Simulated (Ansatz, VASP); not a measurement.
**One calculation of BN, two programs**

File INCAR:

```
SYSTEM = BN
PREC = Accurate
ENCUT = 600
EDIFF = 1E-6
ISMEAR = 0
SIGMA = 0.02
LREAL = .FALSE.
LASPH = .TRUE.
NELM = 100
ALGO = Fast
ISIF = 3
LWAVE = .FALSE.
LCHARG = .FALSE.
IBRION = 2
NSW = 100
EDIFFG = -0.002
```

The input KPOINTS:

```
Automatic mesh
0
G
  12 12 12
  0 0 0
```

The input POSCAR:

```
BN
1.0
    1.2511217832      0.7223354983      3.3729344033
   -1.2511217832      0.7223354983      3.3729344033
    0.0000000000     -1.4446709967      3.3729344033
B N
1 1
Direct
    0.9996712000      0.9996712000      0.9996712000
    0.3327618000      0.3327618000      0.3327618000
```

Input for Ansatz:

```yaml
crystal:
  lattice:
    - [1.2511217832, 0.7223354983, 3.3729344033]
    - [-1.2511217832, 0.7223354983, 3.3729344033]
    - [0.0, -1.4446709967, 3.3729344033]
  atoms:
    - { symbol: B, position: [0.9996712, 0.9996712, 0.9996712] }
    - { symbol: "N", position: [0.3327618, 0.3327618, 0.3327618] }
basis:
  ecutwfc: 420
kpoints:
  mp_grid: { grid: [12, 12, 12] }
hamiltonian:
  xc: lda
  pseudopotentials: { kind: paw }
scf:
  occupations: { method: gaussian, width: 0.02 }
output:
  forces: true
  stress: true
  eigenvalues: true
relax:
  adjacent_minimum: "off"
  f_tol: 0.002
  max_steps: 80
  cell: { stress_tol: 0.02 }
```

The cell is a database's computed one.

Alike in both runs: task relaxation of cell and atoms; functional LDA; k mesh 12 × 12 × 12; occupations gaussian, width 0.02 eV; no spin polarisation.

```csv
,VASP,Ansatz
version,VASP 6.6.1,Ansatz 0.2.0
potentials or method,"VASP PAW LDA potentials, release 64 (B, N)","scalar-relativistic, plane waves, PAW"
plane-wave cutoff (eV),600,420
valence electrons in the cell,8,8
```

|  | VASP | Ansatz | Ansatz less VASP |
| --- | --- | --- | --- |
| gap on the k mesh at the Fermi level, each at its own relaxed structure (eV) | 3.99 | 4.04 | +0.048 |
| relaxed volume (Å³/atom) | 8.58 | 8.65 | +0.063 |
| relaxed cell length with the largest relative difference (Å) | 3.506 | 3.530 | +0.0240 |
| energy change over the relaxation (meV/atom) | -4 | -3 | +0.4 |

A k mesh can miss the band edges. A hybrid or GW would open this gap; LDA tends to underestimate it.
